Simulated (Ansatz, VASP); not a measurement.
**Two plane-wave programs on HfO2**

File INCAR:

```
SYSTEM = HfO2
PREC = Accurate
ENCUT = 520
EDIFF = 1E-8
ISMEAR = -1
SIGMA = 0.02
LREAL = .FALSE.
LASPH = .TRUE.
NELM = 60
ALGO = Normal
ISIF = 2
LWAVE = .FALSE.
LCHARG = .FALSE.
GGA = PE
LEFG = .TRUE.
NBANDS = 18
```

KPOINTS

```
regular mesh
0
G
  9 9 9
  0 0 0
```

Contents of POSCAR:

```
HfO2
1.0
    0.0000000000      2.5488082158      2.5488082158
    2.5488082158      0.0000000000      2.5488082158
    2.5488082158      2.5488082158      0.0000000000
Hf O
1 2
Direct
    0.0000000000      0.0000000000      0.0000000000
    0.2500000000      0.2500000000      0.2500000000
    0.7500000000      0.7500000000      0.7500000000
```

Input for Ansatz:

```yaml
crystal:
  lattice:
    - [0.0, 2.5488082158, 2.5488082158]
    - [2.5488082158, 0.0, 2.5488082158]
    - [2.5488082158, 2.5488082158, 0.0]
  atoms:
    - { symbol: Hf, position: [0.0, 0.0, 0.0] }
    - { symbol: O, position: [0.25, 0.25, 0.25] }
    - { symbol: O, position: [0.75, 0.75, 0.75] }
kpoints:
  mp_grid: { grid: [9, 9, 9] }
scf:
  occupations: { method: fermi_dirac, width: 0.02 }
hamiltonian:
  xc: pbe
  pseudopotentials: { kind: paw }
output:
  forces: true
  stress: true
  eigenvalues: true
  efg: { contact_densities: true }
  populations: true
  write_density: true
  write_potential: true
  elf: true
  volumetric_format: npy
```

Alike in both runs: task electric field gradients; functional PBE; k mesh 9 × 9 × 9; occupations fermi-dirac, width 0.02 eV; no spin polarisation.

|  | VASP | Ansatz |
| --- | --- | --- |
| version | VASP 6.6.1 | Ansatz 0.2.0 |
| potentials or method | VASP PAW PBE potentials, release 64 (Hf_pv, O) | PAW with Ansatz's default frozen-core files, scalar-relativistic |
| plane-wave cutoff (eV) | 520 | 420 |
| valence electrons in the cell | 22 | 38 |

Ansatz gave:

```
gap on the k mesh at the Fermi level (eV)                      : 3.85
pressure (GPa)                                                 : 0.0
Vzz of the field gradient on the site that differs most (V/Å²) : 0.0
```

Estimate VASP's values.

gap on the k mesh at the Fermi level (eV): 3.87; pressure (GPa): -3.6; Vzz of the field gradient on the site that differs most (V/Å²): 0.0.

The two sets of potentials don't hold the same shells in valence. Ansatz warned: «gradients_without_spin_orbit».

Caveats: spin-orbit coupling is left out, which moves the levels of the heavy elements; an odd mesh through Γ misses points on the zone boundary, where band edges often lie. Expect the measured gap to be larger: semilocal functionals such as PBE lack the derivative discontinuity.
